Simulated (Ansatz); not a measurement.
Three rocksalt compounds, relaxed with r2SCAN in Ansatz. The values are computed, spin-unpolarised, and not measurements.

```json
{"compound": "CaS", "a (Å)": "5.696", "gap, HSE06 (eV)": "3.41 (Γ → X)"}
{"compound": "CaSe", "a (Å)": "5.935", "gap, HSE06 (eV)": "3.00 (Γ → X)"}
{"compound": "AgBr", "a (Å)": "5.785", "gap, HSE06 (eV)": "not needed"}
```

**Question.** What is the misfit strain of a coherent CaS film on AgBr?

**Answer.** ε∥ = (a_sub − a_film)/a_film = (5.785 − 5.696)/5.696 = +1.56 %: the film is in tension in the plane. At this size it stays coherent only while very thin.

**Question.** By Vegard's law, which share x of CaSe in (CaS)₁₋ₓ(CaSe)ₓ matches the substrate?

**Answer.** (1 − x) × 5.696 + x × 5.935 = 5.785 gives x = (5.785 − 5.696)/(5.935 − 5.696) = 0.372.

**Question.** Without bowing, what gap would that alloy have?

**Answer.** (1 − 0.372) × 3.41 + 0.372 × 3.00 = 3.26 eV with HSE06. Bowing would lower it by b x(1 − x) = 0.234 b.

The runs are scalar-relativistic, without spin-orbit coupling.

The meshes of the hybrids are coarse, so their gaps aren't converged to the digits shown.
